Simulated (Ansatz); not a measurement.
This script for Ansatz's Python interface starts 5 runs on Cs, space group P6_3/mmc. What input does the engine get in each?

Script `cs_kconv.py`:
```python
'''Convergence of Cs with the k-point mesh.'''

import warnings

import ansatz as az
from tabulate import tabulate

warnings.simplefilter('ignore', az.DeckWarning)

lattice = az.Lattice.of(
    (5.5663, 0.0, 0.0),
    (-2.7832, 4.8206, 0.0),
    (0.0, 0.0, 9.2585),
)
sites = [
    ('Cs', (1 / 3, 2 / 3, 0.25)),
    ('Cs', (2 / 3, 1 / 3, 0.75)),
]
cell = az.Crystal(lattice=lattice)
for symbol, position in sites:
    cell = cell.atom(symbol, position)

job = cell.calculation().functional('pbe').occupations('fermi_dirac').stress()

rows = []
for value in [(2, 2, 1), (3, 3, 2), (4, 4, 2), (5, 5, 3), (6, 6, 3)]:
    report = job.kpoints(mesh=value).run(threads=1).report
    rows.append((value, report['free_energy_ev'] / len(report['lattice']['sites']), report['n_iterations'], sum(report['stress_gpa'][i][i] for i in range(3)) / 3, report['n_kpoints']))

print(tabulate(rows, headers=['mesh', 'F/atom (eV)', 'iterations', 'P (GPa)', 'k-points'], floatfmt='.4f', tablefmt='grid'))

# the last row is the reference
for row in rows[:-1]:
    shift = 1000 * (row[1] - rows[-1][1])
    print(f'{row[0]}: {shift:+.2f} meV/atom' + ('  (within 2 meV)' if abs(shift) < 2 else ''))
```

Run 1:
```yaml
crystal:
  lattice:
    - [5.5663, 0.0, 0.0]
    - [-2.7832, 4.8206, 0.0]
    - [0.0, 0.0, 9.2585]
  atoms:
    - { symbol: Cs, position: [0.3333333333333333, 0.6666666666666666, 0.25] }
    - { symbol: Cs, position: [0.6666666666666666, 0.3333333333333333, 0.75] }
kpoints:
  mp_grid:
    grid: [2, 2, 1]
hamiltonian:
  xc: pbe
scf:
  occupations:
    method: fermi_dirac
output:
  stress: true
```

Run 2, against run 1:
```diff
-    grid: [2, 2, 1]
+    grid: [3, 3, 2]
```

Run 3, against run 1:
```diff
-    grid: [2, 2, 1]
+    grid: [4, 4, 2]
```

Run 4, against run 1:
```diff
-    grid: [2, 2, 1]
+    grid: [5, 5, 3]
```

Run 5, against run 1:
```diff
-    grid: [2, 2, 1]
+    grid: [6, 6, 3]
```

```console
$ python cs_kconv.py
+-----------+---------------+--------------+-----------+------------+
| mesh      |   F/atom (eV) |   iterations |   P (GPa) |   k-points |
+===========+===============+==============+===========+============+
| (2, 2, 1) |    -5670.6739 |            8 |   -0.2117 |          3 |
+-----------+---------------+--------------+-----------+------------+
| (3, 3, 2) |    -5670.8116 |            6 |   -0.1206 |          8 |
+-----------+---------------+--------------+-----------+------------+
| (4, 4, 2) |    -5670.7815 |            6 |   -0.0986 |         14 |
+-----------+---------------+--------------+-----------+------------+
| (5, 5, 3) |    -5670.7913 |            6 |   -0.1078 |         18 |
+-----------+---------------+--------------+-----------+------------+
| (6, 6, 3) |    -5670.7797 |            6 |   -0.0885 |         26 |
+-----------+---------------+--------------+-----------+------------+
(2, 2, 1): +105.80 meV/atom
(3, 3, 2): -31.91 meV/atom
(4, 4, 2): -1.80 meV/atom  (within 2 meV)
(5, 5, 3): -11.55 meV/atom
```

Reading the output:
- Pressure is positive in compression.
- A row within the bound is followed by one outside it, so the series isn't shown to be converged.
- This isn't the structure that Cs takes at ambient conditions.
- Shifts are counted from the finest mesh, which is itself no proven limit.
- Cost: about 6 core-seconds.

(Lines on the test bed's own set-up are left out of the output.)
